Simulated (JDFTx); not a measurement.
CdO (Monteponite) under changes of volume

One of the cells (12.970 Å³/atom); the others are scaled copies at fixed shape and fractional positions:

```
Cd O
1.0
     0.00000    2.34950    2.34950
     2.34950    0.00000    2.34950
     2.34950    2.34950    0.00000
Cd O
1 1
Direct
  0.00000 0.00000 0.00000
  0.50000 0.50000 0.50000
```

| Property | Result |
| --- | --- |
| Program | JDFTx 1.7.0 (patched build) |
| Functional | LDA |
| Potentials or basis | PseudoDojo-SR-LDA-0.4.1-standard with smoothed tails |
| Cutoff | 1388 eV |
| Density cutoff | 11102 eV |
| k mesh | 10 × 10 × 10 |
| Occupations | fermi-dirac, width 0.05 eV |
| Spin | no spin polarisation |

| volume (Å³/atom) | energy over the lowest point (meV/atom) | pressure (GPa) |
| --- | --- | --- |
| 12.191 | ? | ? |
| 12.451 | 0.00 | 0.0 |
| 12.710 | 2.42 | -3.2 |
| 12.970 | 9.71 | -6.0 |
| 13.229 | 21.32 | -8.5 |
| 13.488 | 36.75 | -10.7 |
| 13.748 | 55.57 | -12.7 |

What does the run at 12.191 Å³/atom give?

Energy over the lowest point 3.07 meV/atom; pressure 3.6 GPa.

Worked out: A Birch-Murnaghan fit of order 3 (a polynomial in V^(-2/3)) to the other rows has its minimum at 12.46 Å³/atom with B0 = V·E''(V) = 163 GPa and B' = 5.0. It gives 3.15 meV/atom at 12.191 Å³/atom, against the run's 3.07, and -dE/dV = 3.8 GPa, against 3.6.

Energies are extrapolated to zero smearing.
